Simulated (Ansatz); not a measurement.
# Lu: which structure wins, with spin-orbit coupling, part 2 of 2

Which of fcc, bcc, hcp is lowest for Lu, with spin-orbit coupling? The runs shown use PAW and LAPW.

Ansatz 0.2.0; DFT PBE; a cell built from a prototype (fcc type), not taken from measurement. The steps go on from the part before.

## Step 6: Bcc relaxed, LAPW

Contents of input.yaml:

```yaml
crystal:
  lattice:
    - [-1.9426716396, 1.9426716396, 1.9426716396]
    - [1.9426716396, -1.9426716396, 1.9426716396]
    - [1.9426716396, 1.9426716396, -1.9426716396]
  atoms:
    - { symbol: Lu, position: [0.0, 0.0, 0.0] }
kpoints:
  mp_grid: { grid: [15, 15, 15] }
scf:
  occupations: { method: fermi_dirac, width: 0.05 }
hamiltonian:
  xc: pbe
  pseudopotentials: { kind: all_electron, lapw: { basis_error: 0.0005 } }
output:
  forces: true
  stress: true
  eigenvalues: true
  populations: true
relax:
  f_tol: 0.005
  max_steps: 25
  cell: {}
magnetization:
  noncollinear: true
  spin_orbit: true
```

Command:

```sh
ansatz run input.yaml --threads 2 --pin off --max-ram 5120MiB --backend cpu --events-out ev --progress --plain --runs-dir out
```

What it wrote (excerpt; [...] marks lines left out):

```text
[...]
Lu: projections on atomic orbitals take those of the free atom 1s2 2s2 2p6 3s2 3p6 3d10 4s2 4p6 4d10 4f14 5s2 5p6 5d1 6s2, of charge +0.00 (hamiltonian.pseudopotentials.projection_atoms)
LAPW: plane waves up to 7.481 Å⁻¹, error target 5.0e-4 eV per atom; Dirac's equation on spinors; Lu in spheres of 1.632 Å, 35 of its electrons in bands
[...]
Pseudopotentials: kind: all_electron
Pseudopotential: Lu, LAPW, valence charge 35, Dirac's equation, gaussian nucleus
Functional definition: PBE
[...]
non-collinear run that drives no moment, with spin-orbit: no starting moment large enough to seed its density (crystal.atoms[].spin), no starting occupations that ask for one, no magnetisation constraint and no magnetic field, so the semilocal B_xc is pinned to zero
Crystal: 1 atoms, lattice volume = 29.326 Å³
Basis set: ecut = 213.20622795364307 eV, 201 PW (Γ), exchange–correlation at level 2
[...]
Fermi energy:    15.013438 eV
[...]
--- Forces (eV/Å), atoms counted from 1 ---
  atom   1  Lu     0.00000000    -0.00000000    -0.00000000
[...]
--- Stress (GPa, compression-positive) ---
        0.010530       0.000000       0.000000
        0.000000       0.010530      -0.000000
        0.000000      -0.000000       0.010530
  P = ⅓ Tr σ = 0.0105 GPa (0.105 kbar)
--- Band table (eV; the first three rows and the last of 120) ---
[...]
--- Relaxed structure (1 steps of the walk, 1 accepted, 1 SCFs on fresh bases) ---
  F+E_penalty+E_count = -396726.97445293 eV   max|allowed force component| = 0.000e0 eV/Å   (the final SCF, on the basis selected at the relaxed cell)
  cell:  # Å, volume = 29.3264 Å³
    - [-1.9426716396, 1.9426716396, 1.9426716396]
    - [1.9426716396, -1.9426716396, 1.9426716396]
    - [1.9426716396, 1.9426716396, -1.9426716396]
  atoms:
    - { symbol: Lu, position: [0.0, 0.0, 0.0] }
--- Löwdin populations: 1 site ---
  site symbol       q [e]
     0     Lu     70.8669
  spilling = 0.001874 (of n_electrons = 71.000000)
```

Wall time 1.8 min (2 threads of Arm Neoverse V1, shared host); peak memory 0.62 GiB.

The steps of the relaxation:

```csv
step,energy from step 1 (eV/cell),largest force component (eV/Å),pressure (GPa),volume (Å³)
1,0.0000,0.0000,0.01,29.33
2,0.0000,0.0000,0.01,29.33
```

Step 1 is the start. Step 2 repeats the geometry before on a plane-wave basis chosen anew for that cell, so the energy can jump there without any move; the table keeps such jumps.

| input's cell | before | after | change |
| --- | --- | --- | --- |
| a (Å) | 3.365 | 3.365 | +0.0 % |
| b (Å) | 3.365 | 3.365 | +0.0 % |
| c (Å) | 3.365 | 3.365 | +0.0 % |
| volume (Å³/atom) | 29.33 | 29.33 | +0.0 % |

This run gives: pressure 0.01 GPa; no gap.

## Step 7: Hcp relaxed, PAW

Contents of input.yaml:

```yaml
crystal:
  lattice:
    - [3.464537147, 0.0, 0.0]
    - [-1.7322685735, 3.0003771817, 0.0]
    - [0.0, 0.0, 5.6125501781]
  atoms:
    - { symbol: Lu, position: [0.3333333333, 0.6666666667, 0.25] }
    - { symbol: Lu, position: [0.6666666667, 0.3333333333, 0.75] }
kpoints:
  mp_grid: { grid: [14, 14, 8] }
scf:
  occupations: { method: fermi_dirac, width: 0.05 }
hamiltonian:
  xc: pbe
  pseudopotentials: { kind: paw_fr }
output:
  forces: true
  stress: true
  write_density: true
  write_potential: true
  elf: true
  volumetric_format: npy
relax:
  f_tol: 0.005
  max_steps: 40
  cell: {}
magnetization:
  noncollinear: true
  spin_orbit: true
```

Command:

```sh
ansatz run input.yaml --threads 2 --pin off --max-ram 5120MiB --backend cpu --events-out ev --progress --plain --runs-dir out
```

What it wrote (excerpt; [...] marks lines left out):

```text
band count auto-derived: 62 (N_el = 50.0; filled up to band 50; 60 by the electrons, moments and atoms)
[...]
[... 3 set-up lines as earlier in the session ...]
[...]
non-collinear run that drives no moment, with spin-orbit: no starting moment large enough to seed its density (crystal.atoms[].spin), no starting occupations that ask for one, no magnetisation constraint and no magnetic field, so the semilocal B_xc is pinned to zero
Crystal: 2 atoms, lattice volume = 58.342 Å³
Basis set: ecut = 420 eV, 1105 PW (Γ), exchange–correlation on 48×48×80 points (8 copies of the dense FFT grid, shifted against one another)
Bands: 62, of which v1, the nominal top of the filled ones, is band 50 counted from 1 (49 counted from 0)
Symmetry: 24 space group operations + 24 with time reversal
[...]
relax step   2: F+E_penalty+E_count = -29499.15363187 eV  Δ(F+E_penalty+E_count) = -1.224e-2 eV  max|allowed force component| = 7.633e-17 eV/Å  Δτ_max = 0.0000 Å  P = -0.030 GPa  Ω = 57.842 Å³  energy of the carried Pulay correction = +1.378e-4 eV  (6 SCF iters, dr2 threshold 2.00e-7 eV, accepted)
[...]
relax step   3: F+E_penalty+E_count = -29499.15409992 eV  Δ(F+E_penalty+E_count) = -4.680e-4 eV  max|allowed force component| = 2.776e-17 eV/Å  Δτ_max = 0.0000 Å  P = -0.001 GPa  Ω = 57.788 Å³  energy of the carried Pulay correction = +1.525e-4 eV  (4 SCF iters, dr2 threshold 2.00e-7 eV, accepted)
Projection manifold: j_resolved (fully-relativistic pseudo-atomic orbitals)
[...]
SCF iter   1: F=—  HF=-29499.153994 eV  |F-HF|=—  |Δ(HF+E_count)|=         —  Δρ=4.95e-5  dr2=2.20e-7  dr2_m=0.00e0 (ungated)  ethr=5.04e-9  |M|=0.00e0 ∫|m|=0.00e0 μB  |m|>n=0.0e0 m-floor=0.0e0 τ_xc=0.0e0  β_m=0.30  ⟨swp⟩=6.6  Hψ=40592  notcnv=0
```

## Step 8: The output, continued: hcp relaxed, PAW files

The log, continued (excerpt; [...] marks lines left out):

```text
[...]
spin=Noncollinear: Kerker preconditioning applied to the charge; magnetization (m_x, m_y, m_z) channels mix plain (no charge-response kernel on spin).
SCF iter   2: F=—  HF=-29499.153994 eV  |F-HF|=—  |Δ(HF+E_count)|=   4.41e-7  Δρ=3.51e-5  dr2=1.19e-7  dr2_m=0.00e0 (ungated)  ethr=4.41e-10  |M|=0.00e0 ∫|m|=0.00e0 μB  |m|>n=0.0e0 m-floor=0.0e0 τ_xc=0.0e0  β_m=0.40  ⟨swp⟩=2.3  Hψ=7192  notcnv=0
[...]
SCF iter   7: F=-29499.153996 eV  HF=-29499.153996 eV  |F-HF|=0.00e0  |Δ(HF+E_count)|=  4.37e-11  Δρ=5.78e-8  dr2=1.60e-12  dr2_m=0.00e0 (ungated)  ethr=1.00e-12  |M|=0.00e0 ∫|m|=0.00e0 μB  |m|>n=0.0e0 m-floor=0.0e0 τ_xc=0.0e0  ⟨swp⟩=8.4  Hψ=25420  notcnv=0
[...]
Fermi energy:    13.822282 eV
[...]
--- Forces (eV/Å), atoms counted from 1 ---
  atom   1  Lu     0.00000000     0.00000000     0.00000000
  atom   2  Lu    -0.00000000    -0.00000000     0.00000000
[...]
--- Stress (GPa, compression-positive) ---
       -0.021851       0.000000       0.000000
       -0.000000      -0.021851      -0.000000
        0.000000      -0.000000       0.034911
  P = ⅓ Tr σ = -0.0029 GPa (-0.029 kbar)
--- Band table (eV; the first three rows and the last of 120) ---
[...]
--- Relaxed structure (3 steps of the walk, 3 accepted, 1 SCFs on fresh bases) ---
  F+E_penalty+E_count = -29499.15399571 eV   max|allowed force component| = 1.619e-17 eV/Å   (the final SCF, on the basis selected at the relaxed cell)
  cell:  # Å, volume = 57.7880 Å³
    - [3.4979618819534357, 3.6916562739294926e-34, 0.0]
    - [-1.7489809409767179, 3.029323851241299, 0.0]
    - [0.0, 0.0, 5.453518313899337]
  atoms:
    - { symbol: Lu, position: [0.33333333333333326, 0.6666666666666665, 0.25] }
    - { symbol: Lu, position: [0.6666666666666666, 0.33333333333333326, 0.75] }
```

Wall time 3.1 min (2 threads of Arm Neoverse V1, shared host); peak memory 0.93 GiB.

The steps of the relaxation:

```csv
step,energy from step 1 (eV/cell),largest force component (eV/Å),pressure (GPa),volume (Å³)
1,0.0000,0.0000,-0.34,58.34
2,-0.0122,0.0000,-0.03,57.84
3,-0.0127,0.0000,0.00,57.79
4,-0.0126,0.0000,0.00,57.79
```

Step 1 is the start. Step 4 repeats the geometry before on a plane-wave basis chosen anew for that cell, so the energy can jump there without any move; the table keeps such jumps.

| input's cell | before | after | change |
| --- | --- | --- | --- |
| a (Å) | 3.465 | 3.498 | +1.0 % |
| b (Å) | 3.465 | 3.498 | +1.0 % |
| c (Å) | 5.613 | 5.454 | -2.8 % |
| volume (Å³/atom) | 29.17 | 28.89 | -0.9 % |

This run gives: pressure 0.00 GPa; no gap.

## Step 9: Hcp relaxed, LAPW

Contents of input.yaml:

```yaml
crystal:
  lattice:
    - [3.497961882, 0.0, 0.0]
    - [-1.748980941, 3.0293238512, 0.0]
    - [0.0, 0.0, 5.4535183139]
  atoms:
    - { symbol: Lu, position: [0.3333333333, 0.6666666667, 0.25] }
    - { symbol: Lu, position: [0.6666666667, 0.3333333333, 0.75] }
kpoints:
  mp_grid: { grid: [14, 14, 8] }
scf:
  occupations: { method: fermi_dirac, width: 0.05 }
hamiltonian:
  xc: pbe
  pseudopotentials: { kind: all_electron, lapw: { basis_error: 0.0005 } }
output:
  forces: true
  stress: true
  eigenvalues: true
  populations: true
relax:
  f_tol: 0.005
  max_steps: 25
  cell: {}
magnetization:
  noncollinear: true
  spin_orbit: true
```

Command:

```sh
ansatz run input.yaml --threads 2 --pin off --max-ram 5120MiB --backend cpu --events-out ev --progress --plain --runs-dir out
```

What it wrote (excerpt; [...] marks lines left out):

```text
[...]
Lu: projections on atomic orbitals take those of the free atom 1s2 2s2 2p6 3s2 3p6 3d10 4s2 4p6 4d10 4f14 5s2 5p6 5d1 6s2, of charge +0.00 (hamiltonian.pseudopotentials.projection_atoms)
LAPW: plane waves up to 7.401 Å⁻¹, error target 5.0e-4 eV per atom; Dirac's equation on spinors; Lu in spheres of 1.646 Å, 35 of its electrons in bands
[...]
[... 3 set-up lines as earlier in the session ...]
[...]
non-collinear run that drives no moment, with spin-orbit: no starting moment large enough to seed its density (crystal.atoms[].spin), no starting occupations that ask for one, no magnetisation constraint and no magnetic field, so the semilocal B_xc is pinned to zero
Crystal: 2 atoms, lattice volume = 57.788 Å³
Basis set: ecut = 208.66729642998618 eV, 391 PW (Γ), exchange–correlation at level 2
[...]
--- Stress (GPa, compression-positive) ---
       -0.018691       0.000000       0.000000
        0.000000      -0.018691       0.000000
        0.000000       0.000000       0.037315
  P = ⅓ Tr σ = -0.0000 GPa (-0.000 kbar)
--- Band table (eV; the first three rows and the last of 120) ---
[...]
--- Relaxed structure (1 steps of the walk, 1 accepted, 1 SCFs on fresh bases) ---
  F+E_penalty+E_count = -793454.21304315 eV   max|allowed force component| = 3.238e-17 eV/Å   (the final SCF, on the basis selected at the relaxed cell)
  cell:  # Å, volume = 57.7880 Å³
    - [3.497961881952874, 0.0, 0.0]
    - [-1.748980940976437, 3.0293238512408123, 0.0]
    - [0.0, 0.0, 5.4535183139]
  atoms:
    - { symbol: Lu, position: [0.33333333333333326, 0.6666666666666665, 0.24999999999999997] }
    - { symbol: Lu, position: [0.6666666666666665, 0.33333333333333326, 0.75] }
--- Löwdin populations: 2 sites ---
  site symbol       q [e]
     0     Lu     70.8770
     1     Lu     70.8770
  spilling = 0.001732 (of n_electrons = 142.000000)
```

Wall time 7.1 min (2 threads of Arm Neoverse V1, shared host); peak memory 1.5 GiB.

Step by step:

| step | energy from step 1 (eV/cell) | largest force component (eV/Å) | pressure (GPa) | volume (Å³) |
| --- | --- | --- | --- | --- |
| 1 | 0.0000 | 0.0000 | 0.00 | 57.79 |
| 2 | 0.0000 | 0.0000 | 0.00 | 57.79 |

Step 1 is the start. Step 2 repeats the geometry before on a plane-wave basis chosen anew for that cell, so the energy can jump there without any move; the table keeps such jumps.

| input's cell | before | after | change |
| --- | --- | --- | --- |
| a (Å) | 3.498 | 3.498 | +0.0 % |
| b (Å) | 3.498 | 3.498 | -0.0 % |
| c (Å) | 5.454 | 5.454 | +0.0 % |
| volume (Å³/atom) | 28.89 | 28.89 | +0.0 % |

In short: pressure 0.00 GPa; no gap.

## Step 10: Side by side

Free energy per atom, from each method's lowest phase:

```
method  start  space group, start → end  volume (Å³/atom)  pressure (GPa)  free energy (meV/atom)
  LAPW    fcc             Fm-3m → Fm-3m            28.714             0.0                    40.9
  LAPW    bcc             Im-3m → Im-3m            29.326             0.0                   132.1
  LAPW    hcp       P6_3/mmc → P6_3/mmc            28.894             0.0                     0.0
   PAW    fcc             Fm-3m → Fm-3m            28.714             0.0                    40.9
   PAW    bcc             Im-3m → Im-3m            29.326             0.0                   132.1
   PAW    hcp       P6_3/mmc → P6_3/mmc            28.894             0.0                     0.0
```

## Step 11: What came out

The summary covers parts 1 to 2.

| quantity | value |
| --- | --- |
| lowest (LAPW) | hcp, 40.9 meV/atom under fcc |
| lowest (PAW) | hcp, 40.9 meV/atom under fcc |

What this shows: By LAPW the order is hcp < fcc < bcc. By PAW the order is hcp < fcc < bcc. The methods agree on the lowest phase. Only these structures were tried, with electrons smeared by 0.05 eV and without vibrations, so the true ground state may be another. The k meshes differ between phases and weren't tested, which can move differences by some meV.
